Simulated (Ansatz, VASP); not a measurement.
**Cd in VASP and in Ansatz**

```
Cd
1.0
     2.99860    0.00000    0.00000
    -1.49930    2.59686    0.00000
     0.00000    0.00000    5.65485
Cd
2
Direct
  0.33333 0.66667 0.25000
  0.66667 0.33333 0.75000
```

Change from the starting cell: volume scaled by 1.02, crystal datasets.

Alike in both runs: task electric field gradients; functional PBEsol; k mesh 14 × 14 × 7; occupations fermi-dirac, width 0.05 eV; no spin polarisation.

```csv
,VASP,Ansatz
version,VASP 6.6.1,Ansatz 0.2.0
potentials or method,"VASP PAW PBE potentials, release 64 (Cd), cutoff 520 eV","all-electron PAW with datasets made for the crystal, scalar-relativistic"
```

```csv
,VASP,Ansatz,Ansatz less VASP
pressure (GPa),-2.1,-2.4,-0.32
largest component of the traceless stress (GPa),0.00,0.14,+0.142
Vzz of the field gradient on the site that differs most (V/Å²),78.7,74.3,-4.45
```

Ansatz ran all-electron here, so the differences hold the error of VASP's frozen core and of both bases. Ansatz warned: «gradients_without_spin_orbit».

Caveats: the PAW data sets were made with another functional, which shifts forces and pressure a little (VASP).
